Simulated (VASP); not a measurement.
# Ni (Fm-3m) in VASP: settings compared

One crystal, Ni, is run at these levels: PBEsol, RPBE; tasks: relaxation of cell and atoms.

All numbers are computed with VASP 6.6.1; they aren't measurements. Logs are shortened: lines on timing, memory, paths and dates and some standing lists are left out, and cuts for length are marked.

**1. The structure**

It takes space group Fm-3m (No. 225, cubic). The conventional cell has a = 3.551 Å, b = 3.551 Å, c = 3.551 Å, α = 90.00°, β = 90.00°, γ = 90.00°. Ni (site symmetry m-3m) has 12 Ni at 2.51 Å as nearest neighbours.

**2. Relaxation of cell and atoms, PBEsol, collinear spin, ferromagnetic start**

INCAR

```
  PREC = Accurate
  ENCUT = 480
  EDIFF = 1E-7
  ISMEAR = 0
  SIGMA = 0.1
  LREAL = False
  LASPH = True
  NELM = 100
  ALGO = Normal
  ISIF = 3
  LWAVE = False
  LCHARG = False
  ISPIN = 2
  MAGMOM = 1
  LORBIT = 11
  LMAXMIX = 4
  GGA = PS
  IBRION = 2
  NSW = 90
  EDIFFG = -0.005
```

KPOINTS

```
Automatic mesh
0
Gamma
  20 20 20
```

POSCAR

```
Ni
1.0
    0.0000000000      1.7756500000      1.7756500000
    1.7756500000      0.0000000000      1.7756500000
    1.7756500000      1.7756500000      0.0000000000
Ni
1
Direct
    0.0000000000      0.0000000000      0.0000000000
```

Potentials or basis: VASP PAW PBE potentials, release 64 (Ni).

On the command line:

```bash
cat potpaw_PBE.64/Ni/POTCAR > POTCAR
mpirun -np 1 vasp_std > vasp.out
```

OUTCAR:

```text
PREC = Accurate
   ENCUT = 480
   EDIFF = 1E-7
   ISMEAR = 0
   LREAL = False
   LASPH = True
   NELM = 100
   ISIF = 3
   ISPIN = 2
   LORBIT = 11
   GGA = PS
   IBRION = 2
   NSW = 90
   EDIFFG = -0.005

 ion  position               nearest neighbor table
   1  0.000  0.000  0.000-

  LATTYP: Found a face centered cubic cell.
 ALAT       =     3.5513000000

  Lattice vectors:

 A1 = (   0.0000000000,   1.7756500000,   1.7756500000)
 A2 = (   1.7756500000,   0.0000000000,   1.7756500000)
 A3 = (   1.7756500000,   1.7756500000,   0.0000000000)

Analysis of symmetry for initial positions (statically):
=====================================================================
 Subroutine PRICEL returns:
 Original cell was already a primitive cell.

 Routine SETGRP: Setting up the symmetry group for a
 face centered cubic supercell.

 Subroutine GETGRP returns: Found 48 space group operations
 (whereof 48 operations were pure point group operations)
 out of a pool of 48 trial point group operations.

The static configuration has the point symmetry O_h .

Analysis of symmetry for dynamics (positions and initial velocities):
=====================================================================
 Subroutine PRICEL returns:
 Original cell was already a primitive cell.

 Routine SETGRP: Setting up the symmetry group for a
 face centered cubic supercell.

 Subroutine GETGRP returns: Found 48 space group operations
 (whereof 48 operations were pure point group operations)
 out of a pool of 48 trial point group operations.

The dynamic configuration has the point symmetry O_h .

Analysis of structural, dynamic, and magnetic symmetry:
=====================================================================
 Subroutine PRICEL returns:
 Original cell was already a primitive cell.

 Routine SETGRP: Setting up the symmetry group for a
 face centered cubic supercell.

 Subroutine GETGRP returns: Found 48 space group operations
 (whereof 48 operations were pure point group operations)
 out of a pool of 48 trial point group operations.

The overall configuration has the point symmetry O_h .

 Subroutine INISYM returns: Found 48 space group operations
 (whereof 48 operations are pure point group operations),
 and found     1 'primitive' translations

----------------------------------------------------------------------------------------

                                     Primitive cell

  volume of cell :      11.1970

  direct lattice vectors                    reciprocal lattice vectors
     0.000000000  1.775650000  1.775650000    -0.281587024  0.281587024  0.281587024
     1.775650000  0.000000000  1.775650000     0.281587024 -0.281587024  0.281587024
     1.775650000  1.775650000  0.000000000     0.281587024  0.281587024 -0.281587024

  length of vectors
     2.511148312  2.511148312  2.511148312     0.487723033  0.487723033  0.487723033

  position of ions in fractional coordinates (direct lattice)
     0.000000000  0.000000000  0.000000000

  ion indices of the primitive-cell ions
   primitive index   ion index
                 1           1

----------------------------------------------------------------------------------------

 KPOINTS: Automatic mesh

Automatic generation of k-mesh.
 Grid dimensions read from file:
 generate k-points for:   20   20   20

 Generating k-lattice:

  Cartesian coordinates                     Fractional coordinates (reciprocal lattice)
    -0.014079351  0.014079351  0.014079351     0.050000000  0.000000000  0.000000000
     0.014079351 -0.014079351  0.014079351     0.000000000  0.050000000  0.000000000
     0.014079351  0.014079351 -0.014079351     0.000000000  0.000000000  0.050000000

  Length of vectors
     0.024386152  0.024386152  0.024386152

  Shift w.r.t. Gamma in fractional coordinates (k-lattice)
     0.000000000  0.000000000  0.000000000

 Subroutine IBZKPT returns following result:
 ===========================================

 Found    256 irreducible k-points:

 Following reciprocal coordinates:
            Coordinates               Weight
  0.000000  0.000000  0.000000      1.000000
  0.050000  0.000000  0.000000      8.000000
  0.100000  0.000000  0.000000      8.000000
  0.150000  0.000000  0.000000      8.000000
  0.200000  0.000000  0.000000      8.000000
  0.250000  0.000000  0.000000      8.000000
[... 16 lines left out ...]
 -0.400000  0.050000  0.000000     24.000000
 -0.350000  0.050000  0.000000     24.000000
 [... further k-points ...]
   k-points           NKPTS =    256   k-points in BZ     NKDIM =    256   number of bands    NBANDS=     10
   number of dos      NEDOS =    301   number of ions     NIONS =      1
   total plane-waves  NPLWV =   5832
   dimension x,y,z NGX =    18 NGY =   18 NGZ =   18
   dimension x,y,z NGXF=    36 NGYF=   36 NGZF=   36
   ions per type =               1
   NGX,Y,Z   is equivalent  to a cutoff of  11.92, 11.92, 11.92 a.u.
   NGXF,Y,Z  is equivalent  to a cutoff of  23.83, 23.83, 23.83 a.u.
 SYSTEM =  unknown system
   PREC   = accura    normal or accurate (medium, high low for compatibility)
   ISTART =      0    job   : 0-new  1-cont  2-samecut
   ICHARG =      2    charge: 1-file 2-atom 10-const
   ISPIN  =      2    spin polarized calculation?
   LNONCOLLINEAR =      F non collinear calculations
   LSORBIT =      F    spin-orbit coupling
   LASPH  =      T    aspherical Exc in radial PAW
   ENCUT  =  480.0 eV  35.28 Ry    5.94 a.u.   4.49  4.49  4.49*2*pi/ulx,y,z
   NELM   =    100;   NELMIN=  2; NELMDL= -5     # of ELM steps
   EDIFF  = 0.1E-06   stopping-criterion for ELM
   LREAL  =      F    real-space projection
   EDIFFG = -.5E-02   stopping-criterion for IOM
   NSW    =     90    number of steps for IOM
   IBRION =      2    ionic relax: 0-MD 1-quasi-New 2-CG
   NFREE  =      1    steps in history (QN), initial steepest desc. (CG)
   ISIF   =      3    stress and relaxation
   ISYM   =      2    0-nonsym 1-usesym 2-fastsym
   POTIM  = 0.5000    time-step for ionic-motion
   TEBEG  =    0.0;   TEEND  =   0.0 temperature during run
   PSTRESS=    0.0 pullay stress
   NELECT =      10.0000    total number of electrons
   NUPDOWN=      -1.0000    fix difference up-down
   EMIN   =  10.00;   EMAX   =-10.00  energy-range for DOS
   EFERMI =   0.00;   METHOD = LEGACY
   ISMEAR =     0;   SIGMA  =   0.10  broadening in eV -4-tet -1-fermi 0-gaus
   EFERMI_NEDOS =   21; number of points for ismear=-14 and -15
   IALGO  =     38    algorithm
   IMIX   =      4    mixing-type and parameters
     AMIX     =   0.40;   BMIX     =  1.00
     AMIX_MAG =   1.60;   BMIX_MAG =  1.00
  volume/ion in A,a.u.               =      11.20        75.56
  Fermi-wavevector in a.u.,A,eV,Ry     =   1.576549  2.979246 33.817371  2.485507
  Thomas-Fermi vector in A             =   2.677365
   LORBIT       =     11    0 simple, 1 ext, 2 COOP (PROOUT), +10 PAW based schemes
   GGA     = PS    functional components
   LHFCALC =     F    Hartree Fock is set to
   AEXX    =    0.0000 exact exchange contribution
   IVDW    =     0    specifies the selected vdW correction
   LEPSILON=     F    determine dielectric tensor
   LRPA    =     F    only Hartree local field effects (RPA)
 conjugate gradient relaxation of ions
 spin polarized calculation
 Gauss-broadening in eV      SIGMA  =   0.10
  energy-cutoff  :      480.00
  volume of cell :       11.20
 maximum number of plane-waves:       283
 NGX is ok and might be reduce to    18
   NGX =  9   NGY =  9   NGZ =  9

--------------------------------------- Ionic step        1  -------------------------------------------

 number of electron      10.0000008 magnetization       0.6339615

 Free energy of the ion-electron system (eV)
  ---------------------------------------------------
  ext. energy  EPLUGINS =         0.00000000
  ---------------------------------------------------
  free energy    TOTEN  =        -6.10063674 eV

  energy without entropy =       -6.09133609  energy(sigma->0) =       -6.09598642

------------------------ aborting loop because EDIFF is reached ----------------------------------------

  FORCE on cell =-STRESS in cart. coord.  units (eV):
  Direction    XX          YY          ZZ          XY          YZ          ZX
  --------------------------------------------------------------------------------------
  -------------------------------------------------------------------------------------
  Total       -1.0020444     -1.0020444     -1.0020444      0.0000000      0.0000000     -0.0000000
  in kB     -143.3822765   -143.3822765   -143.3822765      0.0000000      0.0000000     -0.0000000
  external PRESSURE =    -143.3822765 kB  Pullay stress =       0.0000000 kB
[... 20 lines left out ...]
  energy  without entropy=       -6.0913360895  energy(sigma->0) =       -6.09598642

--------------------------------------- Ionic step        2  -------------------------------------------

 number of electron      10.0000001 magnetization       0.6120002

 E-fermi :  10.9938     XC(G=0): -14.1632

 val. band max:       10.9913905491   @ k =   0.4500   0.1500   0.0500
 cond. band min:      10.9972106925   @ k =   0.3500   0.2500   0.0500
 fundamental gap:      0.0058201434
 Fermi energy:        10.9938394319

 spin component 1

 k-point     1 :       0.0000    0.0000    0.0000
  band No.  band energies     occupation
      1       1.0626      1.00000
      2       8.2392      1.00000
      3       8.2392      1.00000
      4       8.2392      1.00000
      5       9.6239      1.00000
      6       9.6239      1.00000
      7      35.6968      0.00000
      8      40.4920      0.00000
      9      40.4920      0.00000
     10      40.4920      0.00000
[... 752 lines left out ...]
  energy  without entropy=       -6.1315086683  energy(sigma->0) =       -6.13575301

--------------------------------------- Ionic step        6  -------------------------------------------

 number of electron       9.9999994 magnetization       0.6227643

 Free energy of the ion-electron system (eV)
  ---------------------------------------------------
  ext. energy  EPLUGINS =         0.00000000
  ---------------------------------------------------
  free energy    TOTEN  =        -6.14000216 eV

  energy without entropy =       -6.13152251  energy(sigma->0) =       -6.13576233

 E-fermi :   9.8680     XC(G=0): -13.7166

 val. band max:        9.8676813521   @ k =  -0.4000   0.2500   0.0000
 cond. band min:       9.8692456878   @ k =   0.4000   0.0000   0.0000
 fundamental gap:      0.0015643357
 Fermi energy:         9.8680104567

 spin component 1

 k-point     1 :       0.0000    0.0000    0.0000
  band No.  band energies     occupation
      1       0.4752      1.00000
      2       7.3172      1.00000
      3       7.3172      1.00000
      4       7.3172      1.00000
      5       8.5675      1.00000
      6       8.5675      1.00000
      7      33.9631      0.00000
      8      38.1718      0.00000
      9      38.1718      0.00000
     10      38.1718      0.00000
[... 643 lines left out ...]
  FREE ENERGIE OF THE ION-ELECTRON SYSTEM (eV)
  ---------------------------------------------------
  free  energy   TOTEN  =        -6.1400021567 eV

  energy  without entropy=       -6.1315225073  energy(sigma->0) =       -6.13576233

 reached required accuracy - stopping structural energy minimisation

 total charge

# of ion       s       p       d       tot
------------------------------------------
    1        0.521   0.547   8.333   9.401

 magnetization (x)

# of ion       s       p       d       tot
------------------------------------------
    1       -0.006  -0.024   0.659   0.628
```

Wall time 1.9 min (1 thread of AMD EPYC 9R14 (Zen 4), shared host); peak memory 0.14 GiB.

What came out:

```yaml
Free_energy: -6.1400 eV
Relaxed_volume: 10.38 Å³/atom
Relaxed_cell: a = 2.449 Å, b = 2.449 Å, c = 2.449 Å, α = 60.00°, β = 60.00°, γ = 60.00°
Space_group_after_relaxing_to_0.05_Å: Fm-3m (No. 225)
Energy_gained_by_relaxing: 39.4 meV/atom
Ionic_steps: 6
Pressure_after_relaxing: 0.0 GPa
Band_gap_on_the_k_mesh: none (metal or under the smearing width)
Net_moment: 0.62 μB per cell
Site_moments: Ni +0.63 μB
Valence_electrons_inside_the_program's_atomic_spheres: Ni 9.40
```

Step by step:
| step | energy change (eV) | largest force (eV/Å) | pressure (GPa) | volume (Å³) |
| --- | --- | --- | --- | --- |
| 1 | 0.0000 | 0.0000 | -14.34 | 11.20 |
| 2 | 0.0027 | 0.0000 | 19.90 | 9.65 |
| 3 | -0.0394 | 0.0000 | -0.19 | 10.39 |
| 4 | -0.0394 | 0.0000 | 0.17 | 10.37 |
| 5 | -0.0394 | 0.0000 | -0.17 | 10.39 |
| 6 | -0.0394 | 0.0000 | 0.02 | 10.38 |

Final structure:
```
CELL_PARAMETERS angstrom
0.00000 1.73140 1.73140
1.73140 0.00000 1.73140
1.73140 1.73140 0.00000
ATOMIC_POSITIONS crystal
Ni 0.00000 0.00000 0.00000
```

Levels at points of the mesh, in eV from the Fermi level:
Spin up:
```tsv
k point	band 2	band 3	band 4	band 5	band 6	band 7	band 8	band 9
(0.00, 0.00, 0.00)	-2.55	-2.55	-2.55	-1.30	-1.30	24.10	28.30	28.30
(0.50, 0.00, 0.00)	-2.54	-2.54	-0.58	-0.58	-0.43	5.98	22.57	25.44
(0.50, 0.50, 0.00)	-4.45	-0.54	-0.43	-0.43	2.42	9.62	15.21	15.21
```
Spin down:
```csv
k point,band 3,band 4,band 5,band 6,band 7,band 8
"(0.00, 0.00, 0.00)",-1.83,-1.83,-0.69,-0.69,23.99,28.30
"(0.50, 0.00, 0.00)",-1.93,-0.46,0.16,0.16,6.41,22.46
"(0.50, 0.50, 0.00)",0.10,0.39,0.39,2.41,9.89,15.24
```

Caveat: the PAW data sets were made with another functional, which shifts forces and pressure a little.

**3. Relaxation of cell and atoms, RPBE, collinear spin, ferromagnetic start**

Changes to INCAR since step 2:

```diff
@@ -1,3 +1,3 @@
   PREC = Accurate
-  ENCUT = 480
+  ENCUT = 600
   EDIFF = 1E-7
@@ -16,3 +16,3 @@
   LMAXMIX = 4
-  GGA = PS
+  GGA = RP
   IBRION = 2
```

KPOINTS is that of step 2.

POSCAR is that of step 2.

Potentials or basis: VASP PAW PBE potentials, release 64 (Ni).

On the command line:

```bash
cat potpaw_PBE.64/Ni/POTCAR > POTCAR
mpirun -np 1 vasp_std > vasp.out
```

Run time: 80 s. Hardware: 1 thread of AMD EPYC 9R14 (Zen 4), shared host; peak memory 0.15 GiB.

Results (log left out):

```yaml
Free_energy: -4.9572 eV
Relaxed_volume: 11.21 Å³/atom
Relaxed_cell: a = 2.512 Å, b = 2.512 Å, c = 2.512 Å, α = 60.00°, β = 60.00°, γ = 60.00°
Space_group_after_relaxing_to_0.05_Å: Fm-3m (No. 225)
Energy_gained_by_relaxing: 0.0 meV/atom
Ionic_steps: 3
Pressure_after_relaxing: 0.0 GPa
Band_gap_on_the_k_mesh: none (metal or under the smearing width)
Net_moment: 0.64 μB per cell
Site_moments: Ni +0.65 μB
Valence_electrons_inside_the_program's_atomic_spheres: Ni 9.25
```

Final structure:
```
Ni
1.0
     0.00000    1.77653    1.77653
     1.77653    0.00000    1.77653
     1.77653    1.77653    0.00000
Ni
1
Direct
  0.00000 0.00000 0.00000
```

Levels at points of the mesh, in eV from the Fermi level:
Spin up:
```tsv
k point	band 2	band 3	band 4	band 5	band 6	band 7	band 8	band 9
(0.00, 0.00, 0.00)	-2.39	-2.39	-2.39	-1.25	-1.25	23.42	27.12	27.12
(0.50, 0.00, 0.00)	-2.36	-2.36	-0.64	-0.64	-0.24	5.46	21.92	24.21
(0.50, 0.50, 0.00)	-4.06	-0.58	-0.53	-0.53	2.44	8.95	14.58	14.58
```
Spin down:
| k point | band 3 | band 4 | band 5 | band 6 | band 7 | band 8 |
| --- | --- | --- | --- | --- | --- | --- |
| (0.00, 0.00, 0.00) | -1.60 | -1.60 | -0.66 | -0.66 | 23.21 | 27.07 |
| (0.50, 0.00, 0.00) | -1.72 | -0.34 | 0.15 | 0.15 | 5.88 | 21.73 |
| (0.50, 0.50, 0.00) | 0.04 | 0.38 | 0.38 | 2.36 | 9.18 | 14.55 |

Caveat: the PAW data sets were made with another functional, which shifts forces and pressure a little.

**4. Relaxation of cell and atoms, PBEsol**

Changes to INCAR since step 3:

```diff
@@ -12,7 +12,3 @@
   LCHARG = False
-  ISPIN = 2
-  MAGMOM = 1
-  LORBIT = 11
-  LMAXMIX = 4
-  GGA = RP
+  GGA = PS
   IBRION = 2
```

KPOINTS is that of step 3.

POSCAR is that of step 3.

On the command line:

```bash
cat potpaw_PBE.64/Ni/POTCAR > POTCAR
mpirun -np 1 vasp_std > vasp.out
```

Run time: 60 s. Hardware: 1 thread of AMD EPYC 9R14 (Zen 4), shared host; peak memory 0.13 GiB.

It converged, with:

```yaml
Free_energy: -6.0945 eV
Relaxed_volume: 10.32 Å³/atom
Relaxed_cell: a = 2.444 Å, b = 2.444 Å, c = 2.444 Å, α = 60.00°, β = 60.00°, γ = 60.00°
Space_group_after_relaxing_to_0.05_Å: Fm-3m (No. 225)
Energy_gained_by_relaxing: 46.0 meV/atom
Ionic_steps: 6
Pressure_after_relaxing: 0.0 GPa
Band_gap_on_the_k_mesh: none (metal or under the smearing width)
```

The path:
| step | energy change (eV) | largest force (eV/Å) | pressure (GPa) | volume (Å³) |
| --- | --- | --- | --- | --- |
| 1 | 0.0000 | 0.0000 | -15.46 | 11.20 |
| 2 | 0.0043 | 0.0000 | 22.21 | 9.54 |
| 3 | -0.0460 | 0.0000 | -0.26 | 10.33 |
| 4 | -0.0460 | 0.0000 | 0.13 | 10.31 |
| 5 | -0.0460 | 0.0000 | -0.12 | 10.32 |
| 6 | -0.0460 | 0.0000 | 0.02 | 10.32 |

Final structure:
```
Ni
1.0
     0.00000    1.72796    1.72796
     1.72796    0.00000    1.72796
     1.72796    1.72796    0.00000
Ni
1
Direct
  0.00000 0.00000 0.00000
```

Levels at points of the mesh, in eV from the Fermi level:
```csv
k point,band 2,band 3,band 4,band 5,band 6,band 7,band 8,band 9
"(0.00, 0.00, 0.00)",-2.00,-2.00,-2.00,-0.79,-0.79,24.28,28.59,28.59
"(0.50, 0.00, 0.00)",-2.05,-2.05,-0.27,0.00,0.00,6.43,22.74,25.78
"(0.50, 0.50, 0.00)",-3.99,-0.01,0.19,0.19,2.61,10.00,15.47,15.47
```

Caveat: the PAW data sets were made with another functional, which shifts forces and pressure a little; the run has no spin polarisation, though such a crystal can be magnetic. Spin polarisation is off, so any magnetic state and its effect on volume and gap are missing.

**5. Overview**

| level | spin | cutoff (eV) | gap on the mesh (eV) | pressure (GPa) | moment (μB) | relaxed volume (Å³/atom) |
| --- | --- | --- | --- | --- | --- | --- |
| PBEsol | collinear, ferromagnetic start | 480 | none | 0.0 | 0.62 | 10.38 |
| RPBE | collinear, ferromagnetic start | 600 | none | 0.0 | 0.64 | 11.21 |
| PBEsol | off | 600 | none | 0.0 | - | 10.32 |

Alike in all rows: task relaxation of cell and atoms; potentials or basis VASP PAW PBE potentials, release 64 (Ni); cell relaxed; k mesh 20 × 20 × 20; smearing gaussian 0.1 eV.

Caveats: the PAW data sets were made with another functional, which shifts forces and pressure a little.

Absolute energies hang on the potentials; compare differences alone.
